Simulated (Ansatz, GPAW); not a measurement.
# A Pb chain with CO on top of one atom: relaxation, then transmission at several levels, part 4 of 4

Aim: the conductance of a Pb chain with CO on top of one atom after relaxation, and whether geometry, basis or functional moves it most.

GPAW 26.7.0 and Ansatz 0.2.0; Ansatz plane waves; relaxation of the junction with the lead ends held; PAW set soft_1 (the session's first sound run).

So far, transmission at the Fermi level (one spin): step 3 (plane waves, PBE) 2.04; step 5 (GPAW, szp: basis = "szp(dzp)", PBE, GPAW) 2.03; step 6 (minimal basis, PBE, GPAW) 2.05; step 7 (revPBE in the dzp basis: xc = "revPBE") 2.02; step 8 (the structure as built: geometry = "as built", PBE, GPAW) 2.05.

## Step 11: Mixing 0.25

Mixing changes the road to self-consistency, not its end. The mixing history changes the road to self-consistency, not its end.

This step: GPAW LCAO, PAW setups; Landauer transmission from Green's functions with principal layers (ASE), zero bias (GPAW 26.7.0).

File run.py:

```python
import json
import numpy as np
from ase import Atoms
from ase.transport.calculators import TransportCalculator
from gpaw import GPAW, FermiDirac
from gpaw.lcao.tools import get_lcao_hamiltonian
from scipy.linalg import eigh

# The junction with lead layers at both ends, along the third cell vector
device = Atoms(
    ['Pb', 'Pb', 'Pb', 'Pb', 'Pb', 'Pb', 'Pb', 'C', 'O', 'Pb', 'Pb', 'Pb', 'Pb', 'Pb', 'Pb'],
    positions=[
        [4.50000, 4.50000, 1.45000],
        [4.50000, 4.50000, 4.35000],
        [4.50000, 4.50000, 7.25000],
        [4.50000, 4.50000, 10.15000],
        [3.81854, 3.90338, 13.00703],
        [4.80776, 4.61082, 15.75685],
        [4.00879, 4.12728, 18.84737],
        [6.04111, 5.32527, 18.84774],
        [7.03650, 5.91340, 18.84720],
        [4.80928, 4.61062, 21.93714],
        [3.83304, 3.89577, 24.69069],
        [4.50000, 4.50000, 27.55000],
        [4.50000, 4.50000, 30.45000],
        [4.50000, 4.50000, 33.35000],
        [4.50000, 4.50000, 36.25000]],
    cell=[[9.0, 0.0, 0.0], [0.0, 9.0, 0.0], [0.0, 0.0, 37.7]],
    pbc=True)

# One principal layer of the lead: the first 3 atoms of the device
lead = Atoms(
    ['Pb', 'Pb', 'Pb'],
    positions=[
        [4.50000, 4.50000, 1.45000],
        [4.50000, 4.50000, 4.35000],
        [4.50000, 4.50000, 7.25000]],
    cell=[[9.0, 0.0, 0.0], [0.0, 9.0, 0.0], [0.0, 0.0, 8.7]],
    pbc=True)

settings = dict(mode='lcao', basis='dzp', xc='PBE', h=0.18,
                occupations=FermiDirac(0.1), maxiter=250,
                mixer=dict(beta=0.25, nmaxold=3, weight=100.0),
                convergence=dict(density=0.0001))
energies = np.arange(-2, 2 + 1e-9, 0.025)
eta = 0.0001
n1, n2 = 1, 1
# k and -k transmit alike, so half of the mesh across the current serves
mesh = [(i, j) for i in range(n1) for j in range(n2) if (i, j) <= (-i % n1, -j % n2)]
weights = np.array([1 if (i, j) == (-i % n1, -j % n2) else 2 for i, j in mesh]) / (n1 * n2)

# [... helper functions left out ...]
fermi_lead = ground_state(lead, (1, 1, 13), 'lead.txt')
fermi_device = ground_state(device, (1, 1, 2), 'device.txt')
# [... loop over the mesh left out, but for ...]
        # Shift the lead onto the potential of the device's first layer
        shift = ((H[:, 0, 0] - H0[:, 0, 0]) / S0[0, 0]).real.mean()
# [...]
kT = 8.617333e-5 * 300
bias = [0.1, 0.2, 0.5, 1.0, 1.5, 2.0]
# [... integrals and printing left out ...]
```

Command:

```sh
$ OMP_NUM_THREADS=1 OPENBLAS_NUM_THREADS=1 python run.py
```

The log of the run:

```text
basis functions: device 325, principal layer 69
Fermi level: lead -2.5491 eV, device -2.3815 eV; lead shifted by 0.0122 eV
largest coupling past the next layer 2.76e-08 eV, largest misfit of the first layer 0.014 eV
  E-E_F (eV)   T (one spin)  [channel counts left out]
    -2.000    1.5810e-01
    -1.975    1.8196e-01
    -1.950    2.0961e-01
    -1.925    2.4172e-01
    -1.900    2.7902e-01
    -1.875    3.2233e-01
    -1.850    3.7246e-01
    -1.825    4.3007e-01
    -1.800    4.9556e-01
    -1.775    5.6865e-01
    -1.750    6.4808e-01
    -1.725    7.3105e-01
    -1.700    8.1294e-01
    -1.675    8.8737e-01
    -1.650    9.4704e-01
    -1.625    9.8533e-01
[...]
1.825    9.4966e-01
     1.850    9.0541e-01
     1.875    8.6280e-01
     1.900    8.2196e-01
     1.925    7.8300e-01
     1.950    7.4596e-01
     1.975    7.1081e-01
     2.000    6.7752e-01
conductance at 300 K: 2.0269 G0 a cell; thermopower -1.419 uV/K
current from the zero-bias T(E) at 0.1 V: 15.698 uA
current from the zero-bias T(E) at 0.2 V: 31.353 uA
current from the zero-bias T(E) at 0.5 V: 77.687 uA
current from the zero-bias T(E) at 1.0 V: 151.17 uA
current from the zero-bias T(E) at 1.5 V: 217.27 uA
current from the zero-bias T(E) at 2.0 V: 261.59 uA
```

Wall time 3.6 min (1 thread of AMD EPYC 7R13 (Zen 3), shared host); peak memory 1.6 GiB.

Numbers from this step:

```
conductance                                 : 2.027 G₀
largest misfit of the first principal layer : 0.01423 eV
shift that aligns the lead                  : 0.01224 eV
transmission at the Fermi level (one spin)  : 2.030
```

One spin. Table of transmission, zone mean by energy, zero at the Fermi level:

energy (eV), transmission, zone mean and a bar:
```
   -2.000       0.16 
   -1.800       0.50 #####
   -1.600       1.00 #############
   -1.400       0.59 #######
   -1.200       0.31 ##
   -1.000       0.22 #
   -0.800       0.32 ###
   -0.650       1.81 ##########################
   -0.600       1.72 #########################
   -0.400       1.74 #########################
   -0.200       1.91 ############################
    0.000       2.03 #############################
    0.175       2.06 ##############################
    0.200       2.06 ##############################
    0.400       2.02 #############################
    0.600       1.98 #############################
    0.800       1.99 #############################
    1.000       1.98 #############################
    1.200       1.87 ###########################
    1.400       1.67 ########################
    1.600       1.37 ###################
    1.800       1.00 #############
    2.000       0.68 ########
```

Not self-consistent under bias; the bias window is split evenly. Table of current through one cell, from the zero-bias transmission by bias:

| bias (V) | current through one cell, from the zero-bias transmission (μA) |
| --- | --- |
| 0.100 | 15.7 |
| 0.200 | 31.4 |
| 0.500 | 77.7 |
| 1.000 | 151 |
| 1.500 | 217 |
| 2.000 | 262 |

Transmission of the three most open eigenchannels against energy, zero at the Fermi level:

| energy (eV) | channel 1 | channel 2 | channel 3 |
| --- | --- | --- | --- |
| -2.000 | 0.158 | 0 | 0 |
| -1.800 | 0.496 | 0 | 0 |
| -1.600 | 0.998 | 0 | 0 |
| -1.400 | 0.587 | 0 | 0 |
| -1.200 | 0.305 | 0 | 0 |
| -1.000 | 0.218 | 0 | 0 |
| -0.800 | 0.323 | 1.4e-12 | 0 |
| -0.600 | 0.972 | 0.748 | 0.00212 |
| -0.400 | 0.941 | 0.791 | 0.00989 |
| -0.200 | 0.962 | 0.921 | 0.0313 |
| 0.000 | 0.997 | 0.956 | 0.0771 |
| 0.200 | 0.981 | 0.929 | 0.151 |
| 0.400 | 0.944 | 0.831 | 0.243 |
| 0.600 | 0.946 | 0.711 | 0.328 |
| 0.800 | 0.982 | 0.636 | 0.375 |
| 1.000 | 0.998 | 0.611 | 0.367 |
| 1.200 | 0.952 | 0.607 | 0.314 |
| 1.400 | 0.853 | 0.577 | 0.244 |
| 1.600 | 0.737 | 0.454 | 0.181 |
| 1.800 | 0.620 | 0.241 | 0.135 |
| 2.000 | 0.503 | 0.119 | 0.0561 |

The conductance equals that of the dzp run to 0.2 %.

## Step 12: Outcome

```
conductance                                        : 2.03 G₀
transmission at the Fermi level, mean of the spins : 2.03
thermopower                                        : about 0 (under 1.5 μV/K)
```

What this shows: In the dzp basis the junction conducts 2.03 G₀ at 300 K, with T = 2.03 a spin at the Fermi level; the sz basis reaches that conductance within 10 %. Relaxation moved atoms by up to 1.5 Å and took the conductance from 2.04 to 2.03 G₀, as a ratio about as much as the step from dzp to the minimal basis. Plane waves (PBE) give T = 2.04 there. At the Fermi level the three most open eigenchannels pass 1.00, 0.96 and 0.077. Measured against the first run (pw-pbe), the nearest curve is that of dzp (r.m.s. 0.098) and the farthest that of asbuilt (0.38). Over the compared runs wall time goes from 77 s (pw-pbe) to 201 s (dzp-revPBE), on a shared host; the plane-wave run used 4 threads and the orbital runs 1. Moves of this size go well beyond a change of bond lengths: the free chain atoms or the scatterer took up a new arrangement, and the name in the title describes the start. The leads kept an estimated spacing and the cell its length, so the junction may be under some tension or compression. Spin-orbit coupling is left out, which matters for the heavy atoms here. An evenly spaced straight chain is an idealisation: free chains tend to dimerise, zigzag or, where a band edge lies near the Fermi level, turn magnetic. The currents use the zero-bias T(E) throughout, which holds only while the bias is small against the distance to the nearest feature.

[Logs are printed without paths, hosts, clocks, repeated set-up lines and the standing remarks that a program may print on its own settings, such as how far it seeks lower states.]

[Hosts, paths, dates, database ids (printed as entryN), source tags and the programs' standing remarks are cut or masked in the printed files.]
